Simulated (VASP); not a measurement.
A run of VASP 6.6.1 is set up as follows.

The input POSCAR:

```
TiO2
1.0
    2.7060340000     -2.7066550000      0.0000000000
    2.7060340000      2.7066550000      0.0000000000
   -2.6335310000      0.0000000000      4.7966370000
Ti O
2 4
Direct
    0.8658900000      0.1341100000      0.7500000000
    0.1341100000      0.8658900000      0.2500000000
    0.0887550000      0.3312210000      0.1671490000
    0.9112450000      0.6687790000      0.8328510000
    0.6687790000      0.9112450000      0.3328510000
    0.3312210000      0.0887550000      0.6671490000
```

The input INCAR.step1:

```
SYSTEM = TiO2
PREC = Accurate
ENCUT = 500
EDIFF = 1E-8
ISMEAR = 0
SIGMA = 0.01
LREAL = .False.
LASPH = .True.
NELM = 80
ALGO = Normal
LWAVE = .True.
LCHARG = .False.
KPAR = 4
```

File INCAR.step2:

```
SYSTEM = TiO2
PREC = Accurate
ENCUT = 500
EDIFF = 1E-8
ISMEAR = 0
SIGMA = 0.01
LREAL = .False.
LASPH = .True.
NELM = 1
ALGO = Exact
LWAVE = .True.
LCHARG = .False.
NBANDS = 317
LOPTICS = .True.
ISTART = 1
KPAR = 4
```

Contents of INCAR.step3:

```
SYSTEM = TiO2
PREC = Accurate
ENCUT = 500
EDIFF = 1E-8
ISMEAR = 0
SIGMA = 0.01
LREAL = .False.
LASPH = .True.
ALGO = EVGW0
LWAVE = .False.
LCHARG = .False.
NELMGW = 1
NBANDS = 317
ENCUTGW = 150
NOMEGA = 50
PRECFOCK = Fast
ISTART = 1
NBANDSGW = 32
KPAR = 4
```

The input KPOINTS:

```
regular mesh
0
Gamma
  4 4 2
  0 0 0
```

Potentials or basis: VASP PAW LDA potentials, release 64 (Ti_sv_GW, O_GW).

Command:

```console
$ cat potpaw_LDA.64/Ti_sv_GW/POTCAR potpaw_LDA.64/O_GW/POTCAR > POTCAR
$ cp INCAR.step1 INCAR
$ mpirun -np 4 vasp_std > vasp.out
$ cp INCAR.step2 INCAR
$ mpirun -np 4 vasp_std > vasp.out
$ cp INCAR.step3 INCAR
$ mpirun -np 4 vasp_std > vasp.out
```

(1) Predict the quasiparticle gap.

(2) What does it give for the least direct quasiparticle gap?

(3) Estimate the band gap on the k mesh, mean-field level.

Answers

(1) 3.71 eV.

(2) 4.19 eV.

(3) 1.96 eV, indirect (least direct gap 2.40 eV).

Caveat: the k mesh is coarse (spacing up to 0.65 Å⁻¹), so the values aren't converged; bands, screening cutoff and mesh are small and nothing is extrapolated, so the quasiparticle values aren't converged.
